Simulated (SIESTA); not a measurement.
Rb under changes of volume

One of the cells (89.804 Å³/atom); the others are scaled copies at fixed shape and fractional positions:

```
Rb
1.0
    -2.82106    2.82106    2.82106
     2.82106   -2.82106    2.82106
     2.82106    2.82106   -2.82106
Rb
1
Direct
  0.00000 0.00000 0.00000
```

```yaml
Program: SIESTA 5.4.2
Functional: PBEsol
Potentials_or_basis: PseudoDojo 0.4 standard (PBEsol files)
Basis: DZP (energy shift 0.003 Ry; two zetas on semicore shells; d shell added on Rb)
Grid_cutoff: 500 Ry
Energy_shift: 0.003 Ry
k_mesh: 7 × 7 × 7
Occupations: fermi-dirac, width 0.05 eV
Spin: no spin polarisation
```

```tsv
volume (Å³/atom)	energy over the lowest point (meV/atom)	pressure (GPa)
82.761	0.06	0.0
84.522	0.00	0.0
86.283	0.78	-0.1
89.804	4.50	-0.2
91.565	7.33	-0.3
93.326	?	?
```

What does the run at 93.326 Å³/atom give?

Energy over the lowest point 10.70 meV/atom; pressure -0.3 GPa.

Worked out: A Birch-Murnaghan fit of order 3 (a polynomial in V^(-2/3)) to the other rows has its minimum at 83.74 Å³/atom with B0 = V·E''(V) = 3.7 GPa and B' = 3.5. It gives 10.72 meV/atom at 93.326 Å³/atom, against the run's 10.70, and -dE/dV = -0.3 GPa, against -0.3.

Energies are extrapolated to zero smearing.

Caveats: the basis of atomic orbitals isn't converged, which shifts pressures, moduli and gaps.
